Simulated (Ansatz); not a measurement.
# Ag (Fm-3m) in Ansatz: further runs

The runs below take Ag through single point, equation of state, with LDA.

Program: Ansatz 0.2.0. These are calculated values, not measurements. Logs are shortened: lines on timing, memory, paths and dates and some standing lists are left out, and cuts for length are marked.

**1. The structure**

The structure is cubic, space group Fm-3m (No. 225). Conventional cell: a = 4.085 Å, b = 4.085 Å, c = 4.085 Å, α = 90.00°, β = 90.00°, γ = 90.00°. Ag (site symmetry m-3m) has 12 Ag at 2.89 Å as nearest neighbours.

**2. Single point, LDA, 16.03 Å³/atom (volume scaled by 0.94)**

The input, input.yaml:

```yaml
crystal:
  lattice:
    - [0.0, 2.0010495236, 2.0010495236]
    - [2.0010495236, 0.0, 2.0010495236]
    - [2.0010495236, 2.0010495236, 0.0]
  atoms:
    - { symbol: Ag, position: [0.0, 0.0, 0.0] }
hamiltonian:
  xc: lda
  pseudopotentials: { kind: paw }
kpoints:
  mp_grid: { grid: [11, 11, 11] }
scf:
  occupations: { method: fermi_dirac, width: 0.05 }
output:
  forces: true
  stress: true
  eigenvalues: true
```

Potentials or basis: Ansatz PAW.

Launch:

```console
$ ansatz run input.yaml --threads 2 --pin off --max-ram 5120MiB --backend cpu --events-out ev --progress --plain --runs-dir out
```

Log:

```text
Warning: RAYON_NUM_THREADS=2 ignored (pool sized by the plan → 2); use --threads N
Engine: ansatz 0.2.0, aarch64-unknown-linux-gnu
Pseudopotentials: kind: paw
Pseudopotential: Ag, paw, valence charge 19, recommended cutoff 420 eV (normal), Ag.paw.azcp
Functional definition: SPW92
  exchange = slater_x
  correlation = pw_c
Crystal: 1 atoms, lattice volume = 16.025 Å³
Basis set: ecut = 420 eV, 331 PW (Γ)
Bands: 14, of which v1, the nominal top of the filled ones, is band 10 counted from 1 (9 counted from 0)
Symmetry: 48 space group operations
Space group: Fm-3m (ITA 225), of the structure as read, at distance tolerance 2.5e-5 Å
k-points: 56 of 1331
Non-local potential: Ag, projectors of the file, l = 0: 3, l = 1: 2, l = 2: 2, l = 3: 1
PAW form: soft (Blöchl's): semilocal exchange-correlation on the pseudo side does not see the compensation charge
PAW frozen core: Ag, regenerated for the run's functional, and the local potential with it (the file was generated under x = pbe(κ = 0.804, μ = 0.2195149727645171), c = pbe(β = 0.06672455060314922))
PAW one-centre angular grid: Ag, 590 points (default); XC on 64 Gauss nodes
Initial density: superposition of atomic densities (neutral atoms: chi_scale 0, normalization atom), corrected by the library's trained network
Initial wavefunctions: pseudopotential atomic-orbital guess
Functional: x = slater, c = lda
SCF iter   1: F=—  HF=-7458.167851 eV  |F-HF|=—  |Δ(HF+E_count)|=         —  Δρ=1.45e-2  dr2=2.82e-2  ethr=1.77e-3  ⟨swp⟩=4.6  Hψ=3958  notcnv=0
preconditioner: auto → none  [insulator: Δε(μ)=0.140 eV  Ē_g=16.709 eV  σ=0.050 eV  W_gap=0.60  n_scr=8 (ndim 8)  ℏωp=30.8 eV  f_vac=0.000  D(μ)=0.24/eV (n_scr^D=0)  ε∞_Penn≈4.4]
SCF iter   2: F=—  HF=-7458.160473 eV  |F-HF|=—  |Δ(HF+E_count)|=   7.38e-3  Δρ=7.08e-3  dr2=4.88e-3  ethr=1.49e-4  ⟨swp⟩=2.6  Hψ=1885  notcnv=0  defer=14
SCF iter   3: F=—  HF=-7458.158910 eV  |F-HF|=—  |Δ(HF+E_count)|=   1.56e-3  Δρ=2.08e-3  dr2=1.39e-4  ethr=2.57e-5  ⟨swp⟩=2.1  Hψ=1218  notcnv=0  defer=14
SCF iter   4: F=—  HF=-7458.158890 eV  |F-HF|=—  |Δ(HF+E_count)|=   2.02e-5  Δρ=8.82e-5  dr2=6.93e-7  ethr=7.33e-7  ⟨swp⟩=2.0  Hψ=874  notcnv=0  defer=14
SCF iter   5: F=—  HF=-7458.158859 eV  |F-HF|=—  |Δ(HF+E_count)|=   3.12e-5  Δρ=1.40e-5  dr2=1.66e-8  ethr=3.65e-9  ⟨swp⟩=2.1  Hψ=1082  notcnv=0  defer=14
SCF iter   6: F=-7458.158859 eV  HF=-7458.158859 eV  |F-HF|=1.64e-10  |Δ(HF+E_count)|=   2.46e-9  Δρ=1.67e-6  dr2=2.47e-10  ethr=8.73e-11  ⟨swp⟩=2.5  Hψ=2441  notcnv=0
SCF 1 converged in 6 iterations: F = -7458.158859 eV  dr2 = 2.47e-10
SCF converged after 6 iterations
Free energy (F): -7458.158859 eV
Harris-Foulkes:  -7458.158859 eV  (|F-HF|=1.64e-10)
Internal energy: -7458.156821 eV  (E = F + TS)
E sigma→0 (E₀):  -7458.157840 eV
Entropy (-TS):   -0.002038 eV (-2.038 meV/atom)
Fermi energy:    18.576573 eV
--- Per-component energies (eV) ---
  E_band       = -216.224586
  E_kinetic    = 528.267058
  E_local      = -2100.241755  (includes V_loc(G=0)·N_el)
  E_nonlocal   = 86.155555
  E_hartree    = 958.863641
  E_xc         = -184.315331
  E_vxc        = -235.435278  (∫ρ·V_xc dr)
  E_paw        = -3770.003547  (= ΣΔE_a)
  E_vpaw       = -412.698568  (= ΣTr[D̂ρ^β])
  E_aug_tail   = 0.000244  (compensation charges beyond the density's cutoff)
  E_ewald      = -2977.607493
  E_core_change = 0.724807  (= ΣΔE_core)
  E_smearing   = -0.002038  (= −TS)
  E_closure    = 0.000000  (closes the sum)
  Σ components = -7458.158859   (vs F -7458.158859, Δ=0.00e0)
--- Forces (eV/Å), atoms counted from 1 ---
  atom   1  Ag    -0.00000000     0.00000000     0.00000000
  max |Σ_I F_I| component: 6.57e-32 eV/Å
--- Stress (GPa, compression-positive) ---
       -0.445642       0.000000       0.000000
        0.000000      -0.445642      -0.000000
       -0.000000      -0.000000      -0.445642
  P = ⅓ Tr σ = -0.4456 GPa (-4.456 kbar)
--- Band table (eV; the first three rows and the last of 56) ---
  k-point 0: bands = ["-73.5168", "-36.9490", "-36.9490", "-36.9490", "10.0732", "13.4121", "13.4121", "13.4121", "14.5908", "14.5908", "34.4054", "38.2644", "38.2644", "38.2644"]
  k-point 1: bands = ["-73.5150", "-36.9660", "-36.9515", "-36.9515", "10.3429", "13.3478", "13.4888", "13.4888", "14.5625", "14.5625", "34.4646", "36.5249", "38.4346", "38.4346"]
  k-point 2: bands = ["-73.5100", "-37.0113", "-36.9583", "-36.9583", "11.0483", "13.2913", "13.6269", "13.6269", "14.5704", "14.5704", "32.5728", "35.3834", "38.7513", "38.7513"]
  k-point 55: bands = ["-73.4860", "-37.0967", "-37.0852", "-37.0265", "12.4055", "12.8628", "13.3319", "14.6006", "15.6531", "23.9606", "24.1369", "26.0548", "27.9956", "40.0243"]
```

It took 0.43 s on 2 threads of Arm Neoverse V2, shared host; peak memory 0.25 GiB.

What came out:

| Item | Value |
| --- | --- |
| Free energy | -7458.1589 eV |
| Pressure | -0.4 GPa |
| Band gap on the k mesh | none (metal or under the smearing width) |

Caveat: the PAW data sets come from PBE, with cores solved anew for the run's functional, which leaves a small shift of forces and pressure.

**3. Single point, LDA, 16.37 Å³/atom (volume scaled by 0.96)**

The input, input.yaml:

```yaml
crystal:
  lattice:
    - [0.0, 2.0151418859, 2.0151418859]
    - [2.0151418859, 0.0, 2.0151418859]
    - [2.0151418859, 2.0151418859, 0.0]
  atoms:
    - { symbol: Ag, position: [0.0, 0.0, 0.0] }
hamiltonian:
  xc: lda
  pseudopotentials: { kind: paw }
kpoints:
  mp_grid: { grid: [11, 11, 11] }
scf:
  occupations: { method: fermi_dirac, width: 0.05 }
output:
  forces: true
  stress: true
  eigenvalues: true
  write_density: true
  write_potential: true
  elf: true
  volumetric_format: npy
```

Potentials or basis: Ansatz PAW.

Launch:

```console
$ ansatz run input.yaml --threads 2 --pin off --max-ram 5120MiB --backend cpu --events-out ev --progress --plain --runs-dir out
```

Wall time 0.55 s (2 threads of Arm Neoverse V2, shared host); peak memory 0.25 GiB.

Results (log left out):

```
Free energy            : -7458.1549 eV
Pressure               : -3.2 GPa
Band gap on the k mesh : none (metal or under the smearing width)
```

Caveat: the PAW data sets come from PBE, with cores solved anew for the run's functional, which leaves a small shift of forces and pressure.

**4. Single point, LDA, 16.71 Å³/atom (volume scaled by 0.98)**

The input, input.yaml:

```yaml
crystal:
  lattice:
    - [0.0, 2.0290398554, 2.0290398554]
    - [2.0290398554, 0.0, 2.0290398554]
    - [2.0290398554, 2.0290398554, 0.0]
  atoms:
    - { symbol: Ag, position: [0.0, 0.0, 0.0] }
hamiltonian:
  xc: lda
  pseudopotentials: { kind: paw }
kpoints:
  mp_grid: { grid: [11, 11, 11] }
scf:
  occupations: { method: fermi_dirac, width: 0.05 }
output:
  forces: true
  stress: true
  eigenvalues: true
```

Launch:

```console
$ ansatz run input.yaml --threads 2 --pin off --max-ram 5120MiB --backend cpu --events-out ev --progress --plain --runs-dir out
```

Run time: 0.44 s. Hardware: 2 threads of Arm Neoverse V2, shared host; peak memory 0.25 GiB.

It converged, with:

| Property | Result |
| --- | --- |
| Free energy | -7458.1456 eV |
| Pressure | -5.6 GPa |
| Band gap on the k mesh | none (metal or under the smearing width) |

Caveat: the PAW data sets come from PBE, with cores solved anew for the run's functional, which leaves a small shift of forces and pressure.

**5. Single point, LDA, 17.05 Å³/atom**

The input, input.yaml:

```yaml
crystal:
  lattice:
    - [0.0, 2.04275, 2.04275]
    - [2.04275, 0.0, 2.04275]
    - [2.04275, 2.04275, 0.0]
  atoms:
    - { symbol: Ag, position: [0.0, 0.0, 0.0] }
hamiltonian:
  xc: lda
  pseudopotentials: { kind: paw }
kpoints:
  mp_grid: { grid: [11, 11, 11] }
scf:
  occupations: { method: fermi_dirac, width: 0.05 }
output:
  forces: true
  stress: true
  eigenvalues: true
  write_density: true
  write_potential: true
  elf: true
  volumetric_format: npy
```

Launch:

```console
$ ansatz run input.yaml --threads 2 --pin off --max-ram 5120MiB --backend cpu --events-out ev --progress --plain --runs-dir out
```

Run time: 0.56 s. Hardware: 2 threads of Arm Neoverse V2, shared host; peak memory 0.26 GiB.

It converged, with:

| Quantity | Value |
| --- | --- |
| Free energy | -7458.1315 eV |
| Pressure | -7.6 GPa |
| Band gap on the k mesh | none (metal or under the smearing width) |

Caveat: the PAW data sets come from PBE, with cores solved anew for the run's functional, which leaves a small shift of forces and pressure.

**6. Single point, LDA, 17.39 Å³/atom (volume scaled by 1.02)**

input.yaml, as its differences from that of step 5:

```diff
@@ -2,5 +2,5 @@
   lattice:
-    - [0.0, 2.04275, 2.04275]
-    - [2.04275, 0.0, 2.04275]
-    - [2.04275, 2.04275, 0.0]
+    - [0.0, 2.05627854, 2.05627854]
+    - [2.05627854, 0.0, 2.05627854]
+    - [2.05627854, 2.05627854, 0.0]
   atoms:
```

Potentials or basis: Ansatz PAW.

Launch:

```console
$ ansatz run input.yaml --threads 2 --pin off --max-ram 5120MiB --backend cpu --events-out ev --progress --plain --runs-dir out
```

It took 0.55 s on 2 threads of Arm Neoverse V2, shared host; peak memory 0.26 GiB.

It converged, with:

* Free energy: -7458.1135 eV
* Pressure: -9.3 GPa
* Band gap on the k mesh: none (metal or under the smearing width)

Caveat: the PAW data sets come from PBE, with cores solved anew for the run's functional, which leaves a small shift of forces and pressure.

**7. Single point, LDA, 17.73 Å³/atom (volume scaled by 1.04)**

input.yaml, as its differences from that of step 6:

```diff
@@ -2,5 +2,5 @@
   lattice:
-    - [0.0, 2.05627854, 2.05627854]
-    - [2.05627854, 0.0, 2.05627854]
-    - [2.05627854, 2.05627854, 0.0]
+    - [0.0, 2.0696313722, 2.0696313722]
+    - [2.0696313722, 0.0, 2.0696313722]
+    - [2.0696313722, 2.0696313722, 0.0]
   atoms:
```

Launch:

```console
$ ansatz run input.yaml --threads 2 --pin off --max-ram 5120MiB --backend cpu --events-out ev --progress --plain --runs-dir out
```

Wall time 0.55 s (2 threads of Arm Neoverse V2, shared host); peak memory 0.25 GiB.

It converged, with:

```yaml
Free_energy: -7458.0920 eV
Pressure: -10.8 GPa
Band_gap_on_the_k_mesh: none (metal or under the smearing width)
```

Caveat: the PAW data sets come from PBE, with cores solved anew for the run's functional, which leaves a small shift of forces and pressure.

**8. Single point, LDA, 18.07 Å³/atom (volume scaled by 1.06)**

The input, input.yaml:

```yaml
crystal:
  lattice:
    - [0.0, 2.082814093, 2.082814093]
    - [2.082814093, 0.0, 2.082814093]
    - [2.082814093, 2.082814093, 0.0]
  atoms:
    - { symbol: Ag, position: [0.0, 0.0, 0.0] }
hamiltonian:
  xc: lda
  pseudopotentials: { kind: paw }
kpoints:
  mp_grid: { grid: [11, 11, 11] }
scf:
  occupations: { method: fermi_dirac, width: 0.05 }
output:
  forces: true
  stress: true
  eigenvalues: true
```

Launch:

```console
$ ansatz run input.yaml --threads 2 --pin off --max-ram 5120MiB --backend cpu --events-out ev --progress --plain --runs-dir out
```

It took 0.6 s on 2 threads of Arm Neoverse V2, shared host; peak memory 0.26 GiB.

The run converged. Its results:

```
Free energy            : -7458.0676 eV
Pressure               : -12.1 GPa
Band gap on the k mesh : none (metal or under the smearing width)
```

Caveat: the PAW data sets come from PBE, with cores solved anew for the run's functional, which leaves a small shift of forces and pressure.

**9. Equation of state, LDA**

Potentials or basis: Ansatz PAW.

This step only gathers the single runs of the series.

Results:

```yaml
Equilibrium_volume: "15.98 Å³/atom (rough: see the caveat)"
Bulk_modulus: 142 GPa (rough)
```

Energy against volume, from the lowest point:
```
volume (Å³/atom)  energy (meV/atom)
          16.025               0.00
          16.366               3.93
          16.707              13.29
          17.048              27.33
          17.389              45.38
          17.730              66.86
          18.071              91.26
```

Caveat: the minimum lies outside the volumes run.
